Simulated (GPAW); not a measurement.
The system is MgS.

```xyz
2
Lattice="0.0000 2.8331 2.8331 2.8331 0.0000 2.8331 2.8331 2.8331 0.0000" Properties=species:S:1:pos:R:3 pbc="T T T"
S     1.4166    1.4166    1.4166
Mg    0.0000    0.0000    0.0000
```

The cell comes from a database or a generator and needn't be the stable form of this composition.

Base run:

```yaml
Program: GPAW 26.7.0
Functional: PBEsol
Potentials_or_basis: PAW data sets generated in the run's folder for this functional
Cutoff: 650 eV
Basis: pw
k_mesh: 7 × 7 × 7
Occupations: fermi-dirac, width 0.001 eV
Spin: no spin polarisation
```

Its results: band gap on the k mesh 3.28 eV, direct; electronic dielectric tensor (diagonal) 3.81.

Task: The run is repeated on the same cell with these changes: functional from PBEsol to AM05. What comes out?

Result: Band gap on the k mesh 3.44 eV, direct; electronic dielectric tensor (diagonal) 3.71.

Caveats: the long-wavelength limit can be off by a per cent or two.

A k mesh can miss the band edges.
